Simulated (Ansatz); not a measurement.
The system is TaN.

```
Ta N
1.0
     2.93800    0.00000    0.00000
    -1.46900    2.54438    0.00000
     0.00000    0.00000    2.88300
Ta N
1 1
Direct
  0.33333 0.66667 0.50000
  0.00000 0.00000 0.00000
```

| Property | Result |
| --- | --- |
| Program | Ansatz 0.2.0 |
| Task | relaxation of cell and atoms |
| Functional | PBEsol |
| Potentials or basis | Ansatz PAW |
| Cutoff | 420 eV (not typed: the program's choice for these potentials) |
| k mesh | 10 × 10 × 9 |
| Occupations | fermi-dirac, width 0.05 eV |
| Spin | no spin polarisation |

At the start: volume 10.78 Å³/atom.

How do energy, volume and symmetry change on relaxing?

It ends after 7 steps and the volume is 10.63 Å³/atom (-1.4 %); space group P-6m2 (No. 187, to 0.05 Å).

Step by step:
| step | energy change (eV) | largest force (eV/Å) | volume (Å³) |
| --- | --- | --- | --- |
| 1 | 0.0000 | 0.0000 | 21.55 |
| 2 | -0.0032 | 0.0000 | 21.07 |
| 3 | -0.0053 | 0.0000 | 21.25 |
| 4 | -0.0054 | 0.0000 | 21.26 |
| 5 | -0.0045 | 0.0000 | 21.26 |
| 6 | -0.0046 | 0.0000 | 21.26 |
| 7 | -0.0045 | 0.0000 | 21.26 |

Final structure:
```
Ta N
1.0
     2.92414    0.00000    0.00000
    -1.46207    2.53238    0.00000
     0.00000    0.00000    2.87045
Ta N
1 1
Direct
  0.33333 0.66667 0.50000
  0.00000 0.00000 0.00000
```

Caveat: the plane-wave basis is chosen anew once the cell has moved, so the energies of steps on either side of that aren't comparable; the pressure holds a Pulay correction of +0.5 GPa for the finite cutoff; the PAW data sets come from PBE, with cores solved anew for the run's functional, which leaves a small shift of forces and pressure.
